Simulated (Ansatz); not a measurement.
Start from KF in the rock salt structure (space group Fm-3m, No. 225; a = 5.318 Å). Axes: x, y, z lie along the cube axes.

All numbers come from r2SCAN (Ansatz, a quantum-chemistry and plane-wave program), spin-orbit coupling left out.

A first run, uniaxial strain ε_yy = +0.78 %, gives secant values C11 ≈ 73 GPa and C12 ≈ 14 GPa from its stress. A second run applies isotropic strain −3.00 %.

Problem. What does linear elasticity predict for the bulk modulus −ΔP/(ΔV/V₀) in the second run, and what does the run give?

Solution. Linear elasticity: (C11 + 2 C12)/3 = 34 GPa. The run gives 46 GPa; any difference comes from nonlinear terms at these strains and numerical noise.

Whether these cells are dynamically stable was not tested.
